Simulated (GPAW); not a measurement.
# Ni (Im-3m) in GPAW: settings compared

Aim: see how the results for Ni move with the level of theory and the settings. Levels: LDA, PBEsol, PBE, RPBE. Tasks: hyperfine couplings.

Program: GPAW 26.7.0. These are calculated values, not measurements. Logs are shortened: lines on timing, memory, paths and dates and some standing lists are left out, and cuts for length are marked. The log counts tension as positive stress, the text compression.

## (1) The structure

It takes space group Im-3m (No. 229, cubic). The conventional cell has a = 2.767 Å, b = 2.767 Å, c = 2.767 Å, α = 90.00°, β = 90.00°, γ = 90.00°. Around Ni (site symmetry m-3m) lie 8 Ni at 2.40 Å.

This isn't the form of Ni at room conditions, which is fcc.

## (2) Hyperfine couplings, LDA, collinear spin, ferromagnetic start

run.py

```python
import numpy as np
from ase.dft.bandgap import bandgap
from ase.io import read, write
from ase.units import GPa
from gpaw import GPAW, PW
from gpaw.hyperfine import hyperfine_parameters

atoms = read('POSCAR')
atoms.set_initial_magnetic_moments([1.0])

calc = GPAW(mode=PW(510),
            xc='LDA',
            kpts={'size': (13, 13, 13), 'gamma': True},
            occupations={'name': 'fermi-dirac', 'width': 0.05},
            nbands=17,
            convergence={'density': 1e-05, 'energy': 1e-05},
            maxiter=150,
            txt='gpaw.txt')
atoms.calc = calc
energy = atoms.get_potential_energy()
forces = atoms.get_forces()
stress = atoms.get_stress()
calc.write('gs.gpw')
write('result.traj', atoms)
print(f'Energy: {energy:.6f} eV')
print('Forces (eV/A):')
print(forces.round(4))
print('Stress (GPa):', (stress / GPa).round(3))
print('Moments:', calc.get_magnetic_moments().round(3))
print('Fermi level:', round(calc.get_fermi_level(), 4), 'eV')
print(f'Gap: {bandgap(calc)[0]:.4f} eV, direct: {bandgap(calc, direct=True)[0]:.4f} eV')

mu_N = 3.15245125e-8  # eV/T
for core in (False, True):
    try:
        A = hyperfine_parameters(calc, exclude_core=not core)
    except AssertionError:
        print('The core levels were not found')
        break
    for a, A_vv in zip(atoms, A):
        iso = np.trace(A_vv) / 3
        dip = np.linalg.eigvalsh(A_vv - iso * np.eye(3))
        print('with core' if core else 'valence', a.symbol, f'contact field {iso / (2 * mu_N):.3f} T, dipolar',
              *(dip / (2 * mu_N)).round(3), 'T')
```

POSCAR

```
Ni
1.0
   -1.3837154700      1.3837154700      1.3837154700
    1.3837154700     -1.3837154700      1.3837154700
    1.3837154700      1.3837154700     -1.3837154700
Ni
1
Direct
    0.0000000000      0.0000000000      0.0000000000
```

Potentials or basis: the program's PAW data sets (release 1.2.1) made for this functional, pw.

On the command line:

```sh
OMP_NUM_THREADS=1 python run.py
```

gpaw.txt:

```text
__  _  _
 | _ |_)|_||  |
 |__||  | ||/\| - 26.7.0

Input parameters:
  mode=PW(ecut=510.0),
  convergence={'density': 1e-05, 'energy': 1e-05},
  kpts=MonkhorstPack(size=(13, 13, 13), gamma=True),
  maxiter=150,
  nbands=17,
  occupations=Occupations(name='fermi-dirac', width=0.05),
  xc=XC(name='LDA')

Diagonalizing LCAO Hamiltonian
Converting LCAO to pw mode

       Ni

Atoms  # Å, Bohr magnetons
|   | symbol |        x |        y |        z |    initial magnetic moments |
|---|--------|----------|----------|----------|-----------------------------|
| 0 |     Ni | 0.000000 | 0.000000 | 0.000000 | ( 0.0000,  0.0000,  1.0000) |

Unit cell  # Å
| periodic |         x |         y |         z |  lengths |     angles |
|----------|-----------|-----------|-----------|----------|------------|
|      yes | -1.383715 |  1.383715 |  1.383715 | 2.396665 | 109.471221 |
|      yes |  1.383715 | -1.383715 |  1.383715 | 2.396665 | 109.471221 |
|      yes |  1.383715 |  1.383715 | -1.383715 | 2.396665 | 109.471221 |

Number of symmetries: 48
Symmetry operations  # r_c * U_cc + t_c -> r_c
|    | kind |            matrix            |
|----|------|------------------------------|
|  0 |  σ   |  1, 1, 1,  0, 0,-1,  0,-1, 0 |
|  1 |  C4  |  1, 1, 1,  0, 0,-1, -1, 0, 0 |
|  2 |  C2  |  1, 1, 1,  0,-1, 0,  0, 0,-1 |
|  3 |  S6  |  1, 1, 1,  0,-1, 0, -1, 0, 0 |
|  4 |  S6  |  1, 1, 1, -1, 0, 0,  0, 0,-1 |
|  5 |  C4  |  1, 1, 1, -1, 0, 0,  0,-1, 0 |
|  6 |  E   |  1, 0, 0,  0, 1, 0,  0, 0, 1 |
|  7 |  σ   |  1, 0, 0,  0, 1, 0, -1,-1,-1 |
|  8 |  σ   |  1, 0, 0,  0, 0, 1,  0, 1, 0 |
|  9 |  C3  |  1, 0, 0,  0, 0, 1, -1,-1,-1 |
| 10 |  C3  |  1, 0, 0, -1,-1,-1,  0, 1, 0 |
| 11 |  σ   |  1, 0, 0, -1,-1,-1,  0, 0, 1 |
| 12 |  σ   |  0, 1, 0,  1, 0, 0,  0, 0, 1 |
| 13 |  C2  |  0, 1, 0,  1, 0, 0, -1,-1,-1 |
| 14 |  C3  |  0, 1, 0,  0, 0, 1,  1, 0, 0 |
| 15 |  S4  |  0, 1, 0,  0, 0, 1, -1,-1,-1 |
| 16 |  S4  |  0, 1, 0, -1,-1,-1,  1, 0, 0 |
| 17 |  C3  |  0, 1, 0, -1,-1,-1,  0, 0, 1 |
| 18 |  C3  |  0, 0, 1,  1, 0, 0,  0, 1, 0 |
| 19 |  S4  |  0, 0, 1,  1, 0, 0, -1,-1,-1 |
| 20 |  σ   |  0, 0, 1,  0, 1, 0,  1, 0, 0 |
| 21 |  C3  |  0, 0, 1,  0, 1, 0, -1,-1,-1 |
| 22 |  C2  |  0, 0, 1, -1,-1,-1,  1, 0, 0 |
| 23 |  S4  |  0, 0, 1, -1,-1,-1,  0, 1, 0 |
| 24 |  C4  |  0, 0,-1,  1, 1, 1,  0,-1, 0 |
| 25 |  σ   |  0, 0,-1,  1, 1, 1, -1, 0, 0 |
| 26 |  S6  |  0, 0,-1,  0,-1, 0,  1, 1, 1 |
| 27 |  C2  |  0, 0,-1,  0,-1, 0, -1, 0, 0 |
| 28 |  C4  |  0, 0,-1, -1, 0, 0,  1, 1, 1 |
| 29 |  S6  |  0, 0,-1, -1, 0, 0,  0,-1, 0 |
| 30 |  S6  |  0,-1, 0,  1, 1, 1,  0, 0,-1 |
| 31 |  C4  |  0,-1, 0,  1, 1, 1, -1, 0, 0 |
| 32 |  C4  |  0,-1, 0,  0, 0,-1,  1, 1, 1 |
| 33 |  S6  |  0,-1, 0,  0, 0,-1, -1, 0, 0 |
| 34 |  σ   |  0,-1, 0, -1, 0, 0,  1, 1, 1 |
| 35 |  C2  |  0,-1, 0, -1, 0, 0,  0, 0,-1 |
| 36 |  C2  | -1, 0, 0,  1, 1, 1,  0, 0,-1 |
| 37 |  S6  | -1, 0, 0,  1, 1, 1,  0,-1, 0 |
| 38 |  S6  | -1, 0, 0,  0, 0,-1,  1, 1, 1 |
| 39 |  C2  | -1, 0, 0,  0, 0,-1,  0,-1, 0 |
| 40 |  C2  | -1, 0, 0,  0,-1, 0,  1, 1, 1 |
| 41 |  i   | -1, 0, 0,  0,-1, 0,  0, 0,-1 |
| 42 |  S4  | -1,-1,-1,  1, 0, 0,  0, 1, 0 |
| 43 |  C3  | -1,-1,-1,  1, 0, 0,  0, 0, 1 |
| 44 |  C3  | -1,-1,-1,  0, 1, 0,  1, 0, 0 |
| 45 |  σ   | -1,-1,-1,  0, 1, 0,  0, 0, 1 |
| 46 |  S4  | -1,-1,-1,  0, 0, 1,  1, 0, 0 |
| 47 |  C2  | -1,-1,-1,  0, 0, 1,  0, 1, 0 |

BZ-sampling:
  Number of BZ points: 2197
  Number of IBZ points: 84

  Monkhorst-Pack size: [13, 13, 13]
  Monkhorst-Pack shift: [0, 0, 0]

K-points  # in reciprocal-cell coordinates
|     |                                coordinates |     weight |
|-----|--------------------------------------------|------------|
|   0 | (  0.00000000,   0.00000000,   0.00000000) | 0.00045517 |
|   1 | (  0.07692308,   0.00000000,   0.00000000) | 0.00546199 |
|   2 | (  0.07692308,   0.07692308,  -0.07692308) | 0.00273100 |
|   3 | (  0.15384615,   0.00000000,  -0.07692308) | 0.01092399 |
|   4 | (  0.15384615,   0.00000000,   0.00000000) | 0.00546199 |
|   5 | (  0.15384615,   0.07692308,  -0.07692308) | 0.01092399 |
|   6 | (  0.15384615,   0.15384615,  -0.15384615) | 0.00273100 |
|   7 | (  0.23076923,  -0.07692308,  -0.07692308) | 0.00364133 |
|   8 | (  0.23076923,   0.00000000,  -0.07692308) | 0.02184797 |
|   9 | (  0.23076923,   0.00000000,   0.00000000) | 0.00546199 |
| ... |                                            |            |
|  83 | (  0.46153846,   0.46153846,   0.46153846) | 0.00364133 |

Plane wave coefficients: 285
Cutoff: 510.0 eV

Spin-components: 2 (collinear spins)
Bands:           17
Projectors:      6
Spin-degeneracy: 1
Datatype:        complex128

Parallelization:
  kpt:    1
  domain: 1
  band:   1

Density:
  Valence electrons: 16.0
  Components: 2
  Grid points: [14 14 14]
  Charge: 0.0  # |e|

Potential:
  Grid points: [14 14 14]

species:
  Ni:
    name:    Nickel
    Z:       28.0
    valence: 16
    core:    12
    charge:  0.0  # [|e|]
    compensation charges:
      type: gauss
      rc: 0.36  # [Å]
      lmax: 2
    cutoffs:
      filter: 2.14  # [Å]
      core: 1.98  # [Å]
    projectors
    | kind |    occ | energy [eV] | rcut [Å] |
    |------|--------|-------------|----------|
    |   4s |  2.000 |      -5.858 |    1.164 |
    |   3p |  6.000 |     -71.266 |    1.207 |
    |   4p |  0.000 |      -1.338 |    1.207 |
    |   3d |  8.000 |      -9.141 |    1.138 |
    |    s |        |      21.353 |    1.164 |
    |    d |        |      18.071 |    1.138 |

    Using partial waves for Ni as LCAO basis

Reference energy: -41300.595870  # eV

eigensolver:
  PPCG
  Converge bands: occupied
  niter=2

density mixing:
  MSR1-Mixer
  Pratt-step length: 0.05
  Maximum mixing coefficient: 0.75
  Old densities: 10
  SVD Regularization: 0.005
  Good broyden scale: 1.0
  Trust region scale: 1.0
  Backstep threshold: 4.0
  History deletion threshold: 6.0
  Fourier metric: weight=20.0, sigma=0.015

occupation numbers:
  Fermi-Dirac:
    width: 0.0500  # eV

poisson solver:
  ecut: 4080.0  # eV

xc functional:
  name: None

convergence criteria:
- Maximum integral of absolute [dens]ity change: 1e-05 electrons / valence electron
- Maximum [total energy] change in last 3 cyles: 1e-05 eV / valence electron
- Maximum integral of absolute [eigenst]ate change: 4e-08 eV^2 / valence electron
maximum number of iterations: 150

SCF iterations
|iter     | |      energy | eigst |  dens |  magmom |
|---------|-|-------------|-------|-------|---------|
|iter:   1| |   -8.208029 | -0.05 |       |  +1.0008|
|iter:   2| |   -8.215526 | -3.06 | -1.46 |  +0.9835|
|iter:   3| |   -8.299394 | -2.91 | -1.49 |  +0.7550|
|iter:   4| |   -8.304490 | -3.32 | -1.75 |  +0.5964|
|iter:   5| |   -8.304758 | -5.61 | -2.39 |  +0.5800|
|iter:   6| |   -8.304898 | -4.64 | -2.48 |  +0.5434|
|iter:   7| |   -8.304854c| -5.99 | -3.14 |  +0.5353|
|iter:   8| |   -8.304830c| -7.58c| -3.61 |  +0.5323|
|iter:   9| |   -8.304817c| -7.79c| -4.15 |  +0.5309|
|iter:  10| |   -8.304817c| -8.33c| -4.84 |  +0.5310|
|iter:  11| |   -8.304817c| -8.84c| -5.32c|  +0.5311|

Converged in 11 steps
Energy contributions relative to reference atoms: (reference = -41300.595870)

Energy contributions:
  Kinetic:           5.660628
  Coulomb:          -3.614354
  Zero:              0.050669
  External:          0.000000
  Xc:              -10.393568
  Entropy:          -0.016383
  Spinorbit:         0.000000
  ----------------------------
  Free energy:      -8.313008
  Extrapolated:     -8.304817

dipole moment: (-2.847636, -2.847636, -2.847636)  # |e|*Ang

Total magnetic moment: (0.000000, 0.000000, 0.531060)

Local magnetic moments
|        x |        y |        z |
|----------|----------|----------|
| 0.000000 | 0.000000 | 0.547306 |  # Ni   0

Fermi level: 8.277
Eigenvalues  # (at kpt = [0.000, 0.000, 0.000])
| band index |      eig [eV] | occ [0-1] |      eig [eV] | occ [0-1] |
|------------|---------------|-----------|---------------|-----------|
|          0 |       -54.981 |     1.000 |       -54.344 |     1.000 |
|          1 |       -54.981 |     1.000 |       -54.344 |     1.000 |
|          2 |       -54.981 |     1.000 |       -54.344 |     1.000 |
|          3 |        -0.939 |     1.000 |        -0.892 |     1.000 |
|          4 |         5.934 |     1.000 |         6.499 |     1.000 |
|          5 |         5.934 |     1.000 |         6.499 |     1.000 |
[... 9 lines left out ...]
|         15 |        40.347 |     0.000 |        40.505 |     0.000 |
|         16 |        40.347 |     0.000 |        40.505 |     0.000 |

No gap
No difference between direct/indirect transitions

Forces  # eV/Ang
|        x |        y |       z |
|----------|----------|---------|
| -0.00000 | -0.00000 | 0.00000 |  # Ni   0

Stress tensor  # eV/Ang^3
|        x |         y |         z |
|----------|-----------|-----------|
| 0.055137 |  0.000000 |  0.000000 |
| 0.000000 |  0.055137 | -0.000000 |
| 0.000000 | -0.000000 |  0.055137 |

# Writing to gs.gpw (mode='')
```

It took 16 s on 1 thread of Intel Xeon 6975P-C (Granite Rapids), shared host; peak memory 0.14 GiB.

What came out:

* Free energy: -8.3130 eV
* Pressure: -8.8 GPa
* Band gap on the k mesh: none (metal or under the smearing width)
* Net moment: 0.53 μB per cell
* Site moments: Ni +0.55 μB

Caveat: the cutoff is short for stress and forces, so pressures can be off by a GPa or more; the dipolar part lacks the spin inside other atoms' spheres; the stock nickel data set gives pressures a few GPa off other programs.

## (3) Hyperfine couplings, PBEsol, collinear spin, ferromagnetic start

run.py, as its differences from that of step 2:

```diff
@@ -4,4 +4,6 @@
 from ase.units import GPa
-from gpaw import GPAW, PW
+from gpaw import GPAW, PW, setup_paths
 from gpaw.hyperfine import hyperfine_parameters
+
+setup_paths.insert(0, '.')
 
@@ -11,3 +13,3 @@
 calc = GPAW(mode=PW(510),
-            xc='LDA',
+            xc='PBEsol',
             kpts={'size': (13, 13, 13), 'gamma': True},
```

POSCAR is that of step 2.

Potentials or basis: PAW data sets generated in the run's folder for this functional, pw.

On the command line:

```sh
gpaw-setup -f PBEsol Ni
OMP_NUM_THREADS=1 python run.py
```

gpaw.txt:

```text
__  _  _
 | _ |_)|_||  |
 |__||  | ||/\| - 26.7.0

Input parameters:
  mode=PW(ecut=510.0),
  convergence={'density': 1e-05, 'energy': 1e-05},
  kpts=MonkhorstPack(size=(13, 13, 13), gamma=True),
  maxiter=150,
  nbands=17,
  occupations=Occupations(name='fermi-dirac', width=0.05),
  xc=XC(name='PBEsol')

Diagonalizing LCAO Hamiltonian
Converting LCAO to pw mode

       Ni

Atoms  # Å, Bohr magnetons
|   | symbol |        x |        y |        z |    initial magnetic moments |
|---|--------|----------|----------|----------|-----------------------------|
| 0 |     Ni | 0.000000 | 0.000000 | 0.000000 | ( 0.0000,  0.0000,  1.0000) |

Unit cell  # Å
| periodic |         x |         y |         z |  lengths |     angles |
|----------|-----------|-----------|-----------|----------|------------|
|      yes | -1.383715 |  1.383715 |  1.383715 | 2.396665 | 109.471221 |
|      yes |  1.383715 | -1.383715 |  1.383715 | 2.396665 | 109.471221 |
|      yes |  1.383715 |  1.383715 | -1.383715 | 2.396665 | 109.471221 |

Number of symmetries: 48
Symmetry operations  # r_c * U_cc + t_c -> r_c
|    | kind |            matrix            |
|----|------|------------------------------|
|  0 |  σ   |  1, 1, 1,  0, 0,-1,  0,-1, 0 |
|  1 |  C4  |  1, 1, 1,  0, 0,-1, -1, 0, 0 |
|  2 |  C2  |  1, 1, 1,  0,-1, 0,  0, 0,-1 |
|  3 |  S6  |  1, 1, 1,  0,-1, 0, -1, 0, 0 |
|  4 |  S6  |  1, 1, 1, -1, 0, 0,  0, 0,-1 |
|  5 |  C4  |  1, 1, 1, -1, 0, 0,  0,-1, 0 |
|  6 |  E   |  1, 0, 0,  0, 1, 0,  0, 0, 1 |
|  7 |  σ   |  1, 0, 0,  0, 1, 0, -1,-1,-1 |
[... 154 lines left out ...]
|iter:   4| |   -7.832063 | -3.00 | -1.79 |  +0.6141|
|iter:   5| |   -7.832096 | -5.57 | -2.58 |  +0.6063|
|iter:   6| |   -7.832373 | -5.20 | -2.80 |  +0.5801|
|iter:   7| |   -7.832364 | -5.94 | -3.04 |  +0.5828|
|iter:   8| |   -7.832355c| -7.64c| -3.56 |  +0.5840|
|iter:   9| |   -7.832350c| -8.47c| -4.13 |  +0.5841|
|iter:  10| |   -7.832347c| -7.83c| -4.83 |  +0.5841|
|iter:  11| |   -7.832347c| -8.96c| -5.46c|  +0.5841|

Converged in 11 steps
Energy contributions relative to reference atoms: (reference = -41332.588830)

Energy contributions:
  Kinetic:           6.100087
  Coulomb:          -4.025836
  Zero:              0.076146
  External:          0.000000
  Xc:               -9.975295
  Entropy:          -0.014897
  Spinorbit:         0.000000
  ----------------------------
  Free energy:      -7.839796
  Extrapolated:     -7.832347

dipole moment: (-2.839787, -2.839787, -2.839787)  # |e|*Ang

Total magnetic moment: (0.000000, 0.000000, 0.584101)

Local magnetic moments
|        x |        y |        z |
|----------|----------|----------|
| 0.000000 | 0.000000 | 0.607817 |  # Ni   0

Fermi level: 8.572
Eigenvalues  # (at kpt = [0.000, 0.000, 0.000])
| band index |      eig [eV] | occ [0-1] |      eig [eV] | occ [0-1] |
|------------|---------------|-----------|---------------|-----------|
|          0 |       -55.002 |     1.000 |       -54.267 |     1.000 |
|          1 |       -55.002 |     1.000 |       -54.267 |     1.000 |
|          2 |       -55.002 |     1.000 |       -54.267 |     1.000 |
|          3 |        -0.703 |     1.000 |        -0.692 |     1.000 |
|          4 |         6.168 |     1.000 |         6.844 |     1.000 |
|          5 |         6.168 |     1.000 |         6.844 |     1.000 |
[... 9 lines left out ...]
|         15 |        40.768 |     0.000 |        40.951 |     0.000 |
|         16 |        40.768 |     0.000 |        40.951 |     0.000 |

No gap
No difference between direct/indirect transitions

Forces  # eV/Ang
|        x |        y |        z |
|----------|----------|----------|
| -0.00000 | -0.00000 | -0.00000 |  # Ni   0

Stress tensor  # eV/Ang^3
|         x |         y |         z |
|-----------|-----------|-----------|
| -0.000610 | -0.000000 |  0.000000 |
| -0.000000 | -0.000610 | -0.000000 |
|  0.000000 | -0.000000 | -0.000610 |

# Writing to gs.gpw (mode='')
```

stdout:

```text
Energy: -7.832347 eV
Forces (eV/A):
[[-0. -0. -0.]]
Stress (GPa): [-0.098 -0.098 -0.098 -0.     0.    -0.   ]
Moments: [0.608]
Fermi level: 8.5721 eV
Gap: 0.0000 eV, direct: 0.0000 eV
valence Ni contact field 0.583 T, dipolar -0.0 0.0 0.0 T
with core Ni contact field -7.218 T, dipolar -0.0 0.0 0.0 T
```

Wall time 15 s (1 thread of Intel Xeon 6975P-C (Granite Rapids), shared host); peak memory 0.14 GiB.

What came out:

```yaml
Free_energy: -7.8398 eV
Pressure: 0.1 GPa
Band_gap_on_the_k_mesh: none (metal or under the smearing width)
Net_moment: 0.58 μB per cell
Site_moments: Ni +0.61 μB
```

Caveat: the cutoff is short for stress and forces, so pressures can be off by a GPa or more; the dipolar part lacks the spin inside other atoms' spheres; the stock nickel data set gives pressures a few GPa off other programs.

## (4) Hyperfine couplings, PBE, collinear spin, ferromagnetic start

run.py, as its differences from that of step 3:

```diff
@@ -4,6 +4,4 @@
 from ase.units import GPa
-from gpaw import GPAW, PW, setup_paths
+from gpaw import GPAW, PW
 from gpaw.hyperfine import hyperfine_parameters
-
-setup_paths.insert(0, '.')
 
@@ -13,3 +11,3 @@
 calc = GPAW(mode=PW(510),
-            xc='PBEsol',
+            xc='PBE',
             kpts={'size': (13, 13, 13), 'gamma': True},
```

POSCAR is that of step 3.

Potentials or basis: GPAW PAW data sets (gpaw-data 1.2.1), pw.

On the command line:

```sh
OMP_NUM_THREADS=1 python run.py
```

gpaw.txt:

```text
__  _  _
 | _ |_)|_||  |
 |__||  | ||/\| - 26.7.0

Input parameters:
  mode=PW(ecut=510.0),
  convergence={'density': 1e-05, 'energy': 1e-05},
  kpts=MonkhorstPack(size=(13, 13, 13), gamma=True),
  maxiter=150,
  nbands=17,
  occupations=Occupations(name='fermi-dirac', width=0.05),
  xc=XC(name='PBE')

Diagonalizing LCAO Hamiltonian
Converting LCAO to pw mode

       Ni

Atoms  # Å, Bohr magnetons
|   | symbol |        x |        y |        z |    initial magnetic moments |
|---|--------|----------|----------|----------|-----------------------------|
| 0 |     Ni | 0.000000 | 0.000000 | 0.000000 | ( 0.0000,  0.0000,  1.0000) |

Unit cell  # Å
| periodic |         x |         y |         z |  lengths |     angles |
|----------|-----------|-----------|-----------|----------|------------|
|      yes | -1.383715 |  1.383715 |  1.383715 | 2.396665 | 109.471221 |
|      yes |  1.383715 | -1.383715 |  1.383715 | 2.396665 | 109.471221 |
|      yes |  1.383715 |  1.383715 | -1.383715 | 2.396665 | 109.471221 |

Number of symmetries: 48
[... 186 lines left out ...]
  Free energy:      -7.171682
  Extrapolated:     -7.164656

dipole moment: (-2.830874, -2.830874, -2.830874)  # |e|*Ang

Total magnetic moment: (0.000000, 0.000000, 0.585220)

Local magnetic moments
|        x |        y |        z |
|----------|----------|----------|
| 0.000000 | 0.000000 | 0.611485 |  # Ni   0

Fermi level: 8.761
Eigenvalues  # (at kpt = [0.000, 0.000, 0.000])
| band index |      eig [eV] | occ [0-1] |      eig [eV] | occ [0-1] |
|------------|---------------|-----------|---------------|-----------|
|          0 |       -54.980 |     1.000 |       -54.233 |     1.000 |
|          1 |       -54.980 |     1.000 |       -54.233 |     1.000 |
|          2 |       -54.980 |     1.000 |       -54.233 |     1.000 |
|          3 |        -0.476 |     1.000 |        -0.483 |     1.000 |
|          4 |         6.356 |     1.000 |         7.062 |     1.000 |
|          5 |         6.356 |     1.000 |         7.062 |     1.000 |
[... 9 lines left out ...]
|         15 |        41.064 |     0.000 |        41.268 |     0.000 |
|         16 |        41.064 |     0.000 |        41.268 |     0.000 |

No gap
No difference between direct/indirect transitions

Forces  # eV/Ang
|       x |       y |        z |
|---------|---------|----------|
| 0.00000 | 0.00000 | -0.00000 |  # Ni   0

Stress tensor  # eV/Ang^3
|         x |         y |         z |
|-----------|-----------|-----------|
| -0.061244 | -0.000000 | -0.000000 |
| -0.000000 | -0.061244 | -0.000000 |
| -0.000000 | -0.000000 | -0.061244 |

# Writing to gs.gpw (mode='')
```

stdout:

```text
Energy: -7.164656 eV
Forces (eV/A):
[[ 0.  0. -0.]]
Stress (GPa): [-9.812 -9.812 -9.812 -0.    -0.    -0.   ]
Moments: [0.611]
Fermi level: 8.7613 eV
Gap: 0.0000 eV, direct: 0.0000 eV
valence Ni contact field 0.318 T, dipolar -0.0 0.0 0.0 T
with core Ni contact field -7.141 T, dipolar -0.0 0.0 0.0 T
```

It took 13 s on 1 thread of Intel Xeon 6975P-C (Granite Rapids), shared host; peak memory 0.14 GiB.

Results:

- Free energy: -7.1717 eV
- Pressure: 9.8 GPa
- Band gap on the k mesh: none (metal or under the smearing width)
- Net moment: 0.59 μB per cell
- Site moments: Ni +0.61 μB

Levels at points of the mesh, in eV from the Fermi level:
Spin up:
```csv
k point,band 6,band 7,band 8,band 9,band 10,band 11
"(0.00, 0.00, 0.00)",-2.40,-2.40,-0.92,-0.92,26.68,26.68
```
Spin down:
```tsv
k point	band 5	band 6	band 7	band 8	band 9	band 10	band 11	band 12
(0.00, 0.00, 0.00)	-1.70	-1.70	-1.70	-0.39	-0.39	26.56	26.56	26.56
```

Caveat: the cutoff is short for stress and forces, so pressures can be off by a GPa or more; the dipolar part lacks the spin inside other atoms' spheres; the stock nickel data set gives pressures a few GPa off other programs.

[end of part 1 of 2]
